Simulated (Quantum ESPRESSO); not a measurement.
Runs of Quantum ESPRESSO 7.5 on CsSnI3. The structure is cubic, space group Pm-3m (No. 221). Conventional cell: a = 6.206 Å, b = 6.206 Å, c = 6.206 Å, α = 90.00°, β = 90.00°, γ = 90.00°. Around Cs (site symmetry m-3m) lie 12 I at 4.39 Å. I (site symmetry 4/mmm) is surrounded by 2 Sn at 3.10 Å. Around Sn (site symmetry m-3m) lie 6 I at 3.10 Å. 

```csv
task,level,potentials or basis,cutoff (eV),form of the LDA correlation,pressure (GPa),V0 of scaled cells (Å³/atom),B0 (GPa)
band structure,PBEsol,GBRV 1.5 PBEsol,925,-,(a),-,-
equation of state,PBE,SSSP 1.3 efficiency PBE,816,-,-,49.24,(b)
single point,PBE,SSSP 1.3 efficiency PBE,816,-,0.5,-,-
band structure,LDA,GBRV 1.5 LDA,925,PZ81,-1.6,-,-
equation of state,PBEsol,GBRV 1.5 PBEsol,925,-,-,45.80,18
```

Alike in all rows: no spin polarisation; cell as given; k mesh 5 × 5 × 5; smearing fermi-dirac 0.05 eV.

Task: Estimate the missing entries.

Result: (a) -0.7; (b) 15.

Caveats: the cell was measured hot, at 500 K.

Not every run made on this cell is shown here.
